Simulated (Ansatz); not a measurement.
# 2H-CrSSe monolayer in a perpendicular field, part 4 of 4

Aim: how the 2H-CrSSe monolayer screens a field along its normal, and what the field does to its bands. A positive field points along +c.

Ansatz 0.2.0; plane-wave DFT, LDA, Ansatz PAW (set soft_1); PAW set soft_1 (the session's first sound run).

So far. Step 17 (Same geometry, cutoff 420 eV, functional PBE (run 2)): The dipole is -0.0615 e·Å. Step 18 (Response at this level): The induced dipole is that of a conductor 5.25 Å thick.

## (19) Same geometry, cutoff 500 eV, functional r2SCAN

This step: plane-wave DFT, r2SCAN, Ansatz PAW (set soft_1); PAW set soft_1 (Ansatz 0.2.0).

The geometry is kept and the functional is r2SCAN; other changes against the main runs: SCF threshold 1.0e-10 → 1.0e-09 eV, cutoff 420 → 500 and k-mesh 18×18×1 → 12×12×1.

input.yaml

```yaml
crystal:
  lattice:
    - [3.0441850153, 0.0, 0.0]
    - [-1.5220925077, 2.6363415571, 0.0]
    - [0.0, 0.0, 21.0086256382]
  atoms:
    - { symbol: Se, position: [0.3333333333, 0.6666666667, 0.4283954674] }
    - { symbol: Cr, position: [0.0, 0.0, 0.5042874791] }
    - { symbol: S, position: [0.3333333333, 0.6666666667, 0.5716045326] }
kpoints:
  mp_grid: { grid: [12, 12, 1] }
hamiltonian:
  xc: r2scan
  pseudopotentials: { kind: paw, azcp: { folder: soft_1 } }
scf:
  occupations: { method: fermi_dirac, width: 0.05 }
  convergence: { dr2_threshold: 1.0e-09 }
efield:
  axis: 3
  dipole_correction: true
  ramp_position: 0.9405
  ramp_width: 0.1119
  amplitude: 0.1
output:
  write_potential: true
  write_density: true
  volumetric_format: npy
```

Started as:

```sh
$ ansatz run input.yaml --threads 4 --pin off --max-ram 6144MiB --backend cpu --events-out ev --progress --plain --runs-dir out
```

Numbers of over 12 decimals in the logs are rounded to 6 here.

Output:

```text
[...]
Crystal: 3 atoms, lattice volume = 168.605 Å³
Basis set: ecut = 500 eV, 4337 PW (Γ), exchange–correlation on 96×96×640 points (64 copies of the dense FFT grid, shifted against one another)
Bands: 22, of which v1, the nominal top of the filled ones, is band 18 counted from 1 (17 counted from 0)
Symmetry: 6 space group operations
[...]
--- Band table (eV; the first three rows and the last of 19) ---
  k-point 0: bands = [... 14 lower, -2.8863, -1.7468, -1.7468, -0.8726, 2.3683, 2.3683, 2.8229, 2.8229]
  k-point 1: bands = [... 14 lower, -2.8382, -1.8660, -1.8269, -0.8820, 2.0662, 2.2508, 2.3507, 2.6889]
  k-point 2: bands = [... 14 lower, -2.7661, -2.0942, -2.0903, -1.0017, 1.2846, 1.6537, 1.9680, 2.6990]
  k-point 18: bands = [... 14 lower, -4.6302, -4.4965, -2.6827, -0.7709, 0.2487, 1.2847, 1.5637, 3.1627]
[key lines of the parts left out:]
SCF converged after 15 iterations
Free energy (F): -9768.112309 eV
Fermi energy:    -0.252940 eV
Dipole field:    D = -0.016457 V/Å  (p = -0.015335 e·Å, saw-weighted, corrected)
```

Elapsed: 6.6 s, on 4 threads of Arm Neoverse V2, shared host; peak memory 0.74 GiB.

The dipole is -0.0153 e·Å.

## (20) Same geometry, cutoff 500 eV, functional r2SCAN (run 2)

The same run in the opposite field.

Changes to input.yaml since step 19:

```diff
@@ -22,3 +22,3 @@
   ramp_width: 0.1119
-  amplitude: 0.1
+  amplitude: -0.1
 output:
```

Output:

```text
[...]
Crystal: 3 atoms, lattice volume = 168.605 Å³
Basis set: ecut = 500 eV, 4337 PW (Γ), exchange–correlation on 96×96×640 points (64 copies of the dense FFT grid, shifted against one another)
Bands: 22, of which v1, the nominal top of the filled ones, is band 18 counted from 1 (17 counted from 0)
Symmetry: 6 space group operations
[...]
--- Band table (eV; the first three rows and the last of 19) ---
  k-point 0: bands = [... 14 lower, -2.8894, -1.7472, -1.7472, -0.8866, 2.3581, 2.3581, 2.8322, 2.8322]
  k-point 1: bands = [... 14 lower, -2.8417, -1.8659, -1.8230, -0.8964, 2.0570, 2.2595, 2.3398, 2.6989]
  k-point 2: bands = [... 14 lower, -2.7714, -2.0884, -2.0846, -1.0147, 1.2941, 1.6426, 1.9651, 2.7012]
  k-point 18: bands = [... 14 lower, -4.6368, -4.4974, -2.6861, -0.7702, 0.2488, 1.2837, 1.5636, 3.1648]
[key lines of the parts left out:]
SCF converged after 14 iterations
Free energy (F): -9768.119985 eV
Fermi energy:    -0.254291 eV
Dipole field:    D = -0.065932 V/Å  (p = -0.061433 e·Å, saw-weighted, corrected)
```

It took 6.4 s on 4 threads; peak memory 0.75 GiB.

The dipole is -0.0614 e·Å.

## (21) Response at this level

This step: plane-wave DFT, r2SCAN, Ansatz PAW (set soft_1); response to a field along the normal, atoms held; PAW set soft_1 (Ansatz 0.2.0).

The induced dipole is that of a conductor 5.20 Å thick.

## (22) Same geometry, cutoff 420 eV, functional HSE06

This step: plane-wave DFT, HSE06, Ansatz PAW (set soft_1); PAW set soft_1 (Ansatz 0.2.0).

The geometry is kept and the functional is HSE06; other changes against the main runs: SCF threshold 1.0e-10 → 1.0e-09 eV and k-mesh 18×18×1 → 12×12×1.

Changes to input.yaml since step 20:

```diff
@@ -12,3 +12,3 @@
 hamiltonian:
-  xc: r2scan
+  xc: hse06
   pseudopotentials: { kind: paw, azcp: { folder: soft_1 } }
@@ -22,3 +22,3 @@
   ramp_width: 0.1119
-  amplitude: -0.1
+  amplitude: 0.1
 output:
```

Output:

```text
[...]
Crystal: 3 atoms, lattice volume = 168.605 Å³
Basis set: ecut = 420 eV, 3299 PW (Γ)
Bands: 22, of which v1, the nominal top of the filled ones, is band 18 counted from 1 (17 counted from 0)
Symmetry: 6 space group operations
[...]
k-points: 19 of 144 (time reversal used)
[...]
k-point 0: bands = [... 14 lower, -3.4222, -2.0752, -2.0752, -1.2537, 2.8004, 2.8004]
  k-point 1: bands = [... 14 lower, -3.3586, -2.2092, -2.1566, -1.2631, 2.4587, 2.6413]
  k-point 2: bands = [... 14 lower, -3.2389, -2.4752, -2.4439, -1.3939, 1.5885, 2.0203]
  k-point 18: bands = [... 14 lower, -5.1406, -5.0687, -3.1450, -1.0324, 0.3990, 1.6341]
  guard bands above this table: 2 of the run's 22 bands. The solve was not asked for them (output.publish_guard_bands: true or output.eigenvalues: true publishes all)
[key lines of the parts left out:]
Free energy (F): -9750.358186 eV
Fermi energy:    -0.314416 eV
Dipole field:    D = -0.018789 V/Å  (p = -0.017507 e·Å, saw-weighted, corrected)
```

Elapsed: 55 s, on 4 threads; peak memory 5.6 GiB.

The dipole is -0.0175 e·Å.

## (23) Same geometry, cutoff 420 eV, functional HSE06 (run 2)

The same run in the opposite field.

Changes to input.yaml since step 22:

```diff
@@ -22,3 +22,3 @@
   ramp_width: 0.1119
-  amplitude: 0.1
+  amplitude: -0.1
 output:
```

Output:

```text
[...]
Crystal: 3 atoms, lattice volume = 168.605 Å³
Basis set: ecut = 420 eV, 3299 PW (Γ)
Bands: 22, of which v1, the nominal top of the filled ones, is band 18 counted from 1 (17 counted from 0)
Symmetry: 6 space group operations
[...]
k-points: 19 of 144 (time reversal used)
[...]
--- Band table (eV; the first three rows and the last of 19) ---
  k-point 0: bands = [... 14 lower, -3.4234, -2.0769, -2.0769, -1.2677, 2.7923, 2.7923]
  k-point 1: bands = [... 14 lower, -3.3601, -2.2105, -2.1529, -1.2777, 2.4523, 2.6503]
  k-point 2: bands = [... 14 lower, -3.2417, -2.4750, -2.4332, -1.4068, 1.5993, 2.0093]
  k-point 18: bands = [... 14 lower, -5.1461, -5.0698, -3.1473, -1.0305, 0.4000, 1.6332]
[...]
[key lines of the parts left out:]
Free energy (F): -9750.366304 eV
Fermi energy:    -0.313260 eV
Dipole field:    D = -0.068317 V/Å  (p = -0.063656 e·Å, saw-weighted, corrected)
```

It took 55 s on 4 threads; peak memory 5.6 GiB.

The dipole is -0.0637 e·Å.

## (24) Side by side

Times are for 4 threads of Arm Neoverse V2, shared host. Results by setting:

| no. | functional | field | dipole along the normal (e·Å) | time | memory (GiB) |
| --- | --- | --- | --- | --- | --- |
| 1 | lda | 0.1 V/Å | -0.01332 | 2.7 s | 0.41 |
| 2 | lda | -0.1 V/Å | -0.05997 | 2.7 s | 0.42 |
| 3 | pbe | 0.1 V/Å | -0.01491 | 2.9 s | 0.42 |
| 4 | pbe | -0.1 V/Å | -0.06146 | 2.7 s | 0.43 |
| 5 | r2scan | 0.1 V/Å | -0.01533 | 6.6 s | 0.74 |
| 6 | r2scan | -0.1 V/Å | -0.06143 | 6.4 s | 0.75 |
| 7 | hse06 | 0.1 V/Å | -0.01751 | 55 s | 5.6 |
| 8 | hse06 | -0.1 V/Å | -0.06366 | 55 s | 5.6 |

## (25) Response at this level

This step: plane-wave DFT, HSE06, Ansatz PAW (set soft_1); response to a field along the normal, atoms held; PAW set soft_1 (Ansatz 0.2.0).

The induced dipole is that of a conductor 5.20 Å thick.

## (26) Varying the input

This step: plane-wave DFT, LDA, Ansatz PAW (set soft_1), but for the change named below (Ansatz 0.2.0).

A run with a changed input: it repeats the earlier run at 0.03 V/Å with basis.ecutwfc to 600 eV and hamiltonian.dispersion to d3bj.

input.yaml, the sections that differ from step 23:

```yaml
kpoints:
  mp_grid: { grid: [18, 18, 1] }
  band_path:
    path: [[0, 0, 0], [0.5, 0, 0], [0.33333333, 0.33333333, 0], [0, 0, 0]]
    npoints: 16
hamiltonian:
  xc: lda
  dispersion: d3bj
  pseudopotentials: { kind: paw, azcp: { folder: soft_1 }, xc_functional: pbe }
scf:
  occupations: { method: fermi_dirac, width: 0.05 }
  convergence: { dr2_threshold: 1.0e-10 }
efield:
  axis: 3
  dipole_correction: true
  ramp_position: 0.97
  ramp_width: 0.06
  amplitude: 0.03
basis:
  ecutwfc: "600 eV"
# crystal, output: as in step 23
```

Output:

```text
Warning: the engine holds no damping parameters fitted to this dispersion correction and functional, so the run takes those fitted to pbe (hamiltonian.dispersion, under Limitations)
[...]
Crystal: 3 atoms, lattice volume = 168.605 Å³
Basis set: ecut = 600 eV, 5543 PW (Γ)
Bands: 22, of which v1, the nominal top of the filled ones, is band 18 counted from 1 (17 counted from 0)
Symmetry: 6 space group operations
[...]
k-points: 37 of 324 (time reversal used)
[...]
SCF iter   1: F=—  HF=-9581.435940 eV  |F-HF|=—  |Δ(HF+E_count)|=         —  Δρ=9.75e-2  dr2=1.78e1  ethr=3.10e-3  p=0.007 e·Å  D=7.78e-3 V/Å  ΔV_dip=-0.16 eV  dr2_dipole=2.85e-2  V_vac-E_F(+/−)=5.24/4.83 eV  ⟨swp⟩=11.3  Hψ=5478  notcnv=0
[...]
SCF iter  15: F=-9578.645879 eV  HF=-9578.645879 eV  |F-HF|=7.46e-11  |Δ(HF+E_count)|=  1.82e-11  Δρ=8.13e-8  dr2=2.18e-11  ethr=1.00e-12  p=-0.030 e·Å  D=-3.18e-2 V/Å  ΔV_dip=0.67 eV  dr2_dipole=3.24e-12  V_vac-E_F(+/−)=5.90/4.66 eV  ⟨swp⟩=3.7  Hψ=2144  notcnv=0
SCF 1 converged in 15 iterations: F = -9578.645879 eV  dr2 = 2.18e-11
[...]
SCF converged after 15 iterations
Free energy (F): -9578.645879 eV
[...]
Internal energy: -9578.645875 eV  (E = F + TS)
E sigma→0 (E₀):  -9578.645877 eV
Entropy (-TS):   -0.000003 eV (-0.001 meV/atom)
Fermi energy:    -0.401467 eV
Dipole field:    D = -0.031827 V/Å  (p = -0.029655 e·Å, saw-weighted, corrected)
Work function:   not extracted (applied field tilts the vacuum); planar V_es + V_field profile in the machine report
[...]
--- Band table (eV; the first three rows and the last of 37) ---
  k-point 0: bands = [... 14 lower, -2.8645, -1.8004, -1.8004, -0.9975, 2.1446, 2.1446, 2.5996, 2.5996]
  k-point 1: bands = [... 14 lower, -2.8410, -1.8530, -1.8249, -0.9965, 1.9888, 2.1477, 2.3044, 2.5292]
  k-point 2: bands = [... 14 lower, -2.7815, -1.9864, -1.9070, -1.0151, 1.6102, 1.7042, 2.0609, 2.4329]
  k-point 36: bands = [... 14 lower, -4.5072, -4.3351, -2.6139, -0.9058, 0.0770, 1.0235, 1.3716, 2.8723]
```

Elapsed: 11 s, on 4 threads; peak memory 0.64 GiB.

Numbers from this step:

| Property | Result |
| --- | --- |
| dipole along the normal | -0.02966 e·Å |
| gap along the path | 0.9828 eV |
| smallest direct gap along the path | 0.9828 eV |
| gap, the smaller of path and mesh | 0.9828 eV |

The electronic bands at the labelled points (eV, zero at the Fermi level of the run, which the smearing sets inside the gap):

| point | band 15 | band 16 | band 17 | band 18 | band 19 | band 20 | band 21 | band 22 |
| --- | --- | --- | --- | --- | --- | --- | --- | --- |
| Γ | -2.46 | -1.40 | -1.40 | -0.60 | 2.55 | 2.55 | 3.00 | 3.00 |
| halfway | -2.48 | -1.97 | -1.67 | -1.01 | 0.96 | 1.64 | 1.77 | 2.97 |
| M | -3.06 | -2.22 | -1.22 | -1.11 | 0.76 | 1.03 | 2.75 | 3.07 |
| halfway | -3.60 | -3.10 | -2.15 | -0.70 | 0.71 | 1.30 | 1.96 | 3.01 |
| K | -4.11 | -3.93 | -2.21 | -0.50 | 0.48 | 1.43 | 1.77 | 3.27 |
| halfway | -3.23 | -2.24 | -1.63 | -0.92 | 0.81 | 1.22 | 1.55 | 2.87 |
| Γ | -2.46 | -1.40 | -1.40 | -0.60 | 2.55 | 2.55 | 3.00 | 3.00 |

| quantity | this run | earlier run | difference |
| --- | --- | --- | --- |
| dipole along the normal (e·Å) | -0.02966 | -0.02965 | -2.4e-6 |
| gap along the path (eV) | 0.9828 | 0.9829 | -1.4e-4 |
| smallest direct gap along the path (eV) | 0.9828 | 0.9829 | -1.4e-4 |

Nothing in the table moves by 0.01 in its unit (for the dipole 0.5 % and 5e-5 e·Å).

## (27) Varying the input: basis.xc_grid = 2

This step: plane-wave DFT, LDA, Ansatz PAW (set soft_1) (Ansatz 0.2.0).

Another changed input: it repeats the earlier run at 0.03 V/Å with basis.xc_grid to 2.

Changes to input.yaml since step 26:

```diff
@@ -16,3 +16,2 @@
   xc: lda
-  dispersion: d3bj
   pseudopotentials: { kind: paw, azcp: { folder: soft_1 }, xc_functional: pbe }
@@ -32,2 +31,2 @@
 basis:
-  ecutwfc: "600 eV"
+  xc_grid: 2
```

Output:

```text
[...]
Crystal: 3 atoms, lattice volume = 168.605 Å³
Basis set: ecut = 420 eV, 3299 PW (Γ), exchange–correlation on 48×48×288 points (8 copies of the dense FFT grid, shifted against one another)
Bands: 22, of which v1, the nominal top of the filled ones, is band 18 counted from 1 (17 counted from 0)
Symmetry: 6 space group operations
[...]
k-points: 37 of 324 (time reversal used)
[...]
SCF iter   1: F=—  HF=-9580.519139 eV  |F-HF|=—  |Δ(HF+E_count)|=         —  Δρ=9.75e-2  dr2=1.78e1  ethr=3.10e-3  p=0.007 e·Å  D=7.83e-3 V/Å  ΔV_dip=-0.16 eV  dr2_dipole=2.87e-2  V_vac-E_F(+/−)=5.24/4.83 eV  ⟨swp⟩=11.2  Hψ=5417  notcnv=0
[...]
SCF iter  15: F=-9577.729314 eV  HF=-9577.729314 eV  |F-HF|=1.09e-11  |Δ(HF+E_count)|=  3.69e-10  Δρ=7.78e-8  dr2=1.81e-11  ethr=1.00e-12  p=-0.030 e·Å  D=-3.18e-2 V/Å  ΔV_dip=0.67 eV  dr2_dipole=6.93e-13  V_vac-E_F(+/−)=5.90/4.66 eV  ⟨swp⟩=2.0  Hψ=1584  notcnv=0
SCF 1 converged in 15 iterations: F = -9577.729314 eV  dr2 = 1.81e-11
[...]
SCF converged after 15 iterations
Free energy (F): -9577.729314 eV
[...]
Internal energy: -9577.729310 eV  (E = F + TS)
E sigma→0 (E₀):  -9577.729312 eV
Entropy (-TS):   -0.000003 eV (-0.001 meV/atom)
Fermi energy:    -0.401339 eV
Dipole field:    D = -0.031824 V/Å  (p = -0.029653 e·Å, saw-weighted, corrected)
Work function:   not extracted (applied field tilts the vacuum); planar V_es + V_field profile in the machine report
[...]
--- Band table (eV; the first three rows and the last of 37) ---
  k-point 0: bands = [... 14 lower, -2.8645, -1.8004, -1.8004, -0.9974, 2.1448, 2.1448, 2.5998, 2.5998]
  k-point 1: bands = [... 14 lower, -2.8410, -1.8529, -1.8248, -0.9964, 1.9890, 2.1479, 2.3047, 2.5295]
  k-point 2: bands = [... 14 lower, -2.7816, -1.9863, -1.9069, -1.0150, 1.6105, 1.7045, 2.0611, 2.4332]
  k-point 36: bands = [... 14 lower, -4.5072, -4.3351, -2.6139, -0.9058, 0.0772, 1.0239, 1.3719, 2.8729]
```

The job ended after 6.7 s (4 threads; peak memory 0.48 GiB; 25 s of CPU time).

This step gave:

- dipole along the normal: -0.02965 e·Å
- gap along the path: 0.9829 eV
- smallest direct gap along the path: 0.9829 eV
- gap, the smaller of path and mesh: 0.9829 eV

The electronic bands at the labelled points (eV, zero at the Fermi level of the run, which the smearing sets inside the gap):

(Unchanged from step 26.)

| quantity | this run | earlier run | difference |
| --- | --- | --- | --- |
| dipole along the normal (e·Å) | -0.02965 | -0.02965 | -4.3e-8 |
| gap along the path (eV) | 0.9829 | 0.9829 | -1.0e-6 |
| smallest direct gap along the path (eV) | 0.9829 | 0.9829 | -1.0e-6 |

Nothing in the table moves by 0.01 in its unit (for the dipole 0.5 % and 5e-5 e·Å).

## (28) Summary of results

```json
{"gap without field": "0.983 eV", "ionisation energy, upper face": "6.20 eV", "electron affinity, upper face": "5.22 eV", "step between the vacuum levels": "0.826 eV", "equivalent conductor thickness, atoms held": "5.26 Å", "equivalent conductor thickness, atoms relaxed": "5.27 Å", "equivalent conductor thickness, LDA": "5.26 Å", "equivalent conductor thickness, PBE": "5.25 Å", "equivalent conductor thickness, r2SCAN": "5.20 Å", "equivalent conductor thickness, HSE06": "5.20 Å"}
```

The induced dipole equals that of a perfect conductor 5.26 Å thick, while the outer atoms lie 3.01 Å apart; an out-of-plane ε follows only once a thickness t is chosen, by 1 − 1/ε = 5.26 Å / t. The two faces differ: the vacuum level above lies 0.83 eV higher than the one below. The gap stays within 0.01 eV of 0.98 eV over the fields run, up to 0.25 V/Å in size. Across the functionals the thickness runs from 5.20 to 5.26 Å; those runs use a coarser k-mesh, so they are to be compared with each other. Semilocal functionals give gaps that are too small, and excitons are not included. The main runs have no spin polarisation; a magnetic state could lie lower and would change these results. Spin-orbit coupling is left out.

[Logs are printed without paths, hosts, clocks, repeated set-up lines and the standing remarks that a program may print on its own settings, such as how far it seeks lower states.]

[Hosts, paths, dates, database ids (printed as entryN), source tags and the programs' standing remarks are cut or masked in the printed files.]

[Maps of the electrostatic potential energy from Ansatz leave out the sawtooth potential of an applied field or a dipole correction, so their vacuum need not be flat; planar profiles and work functions include it.]
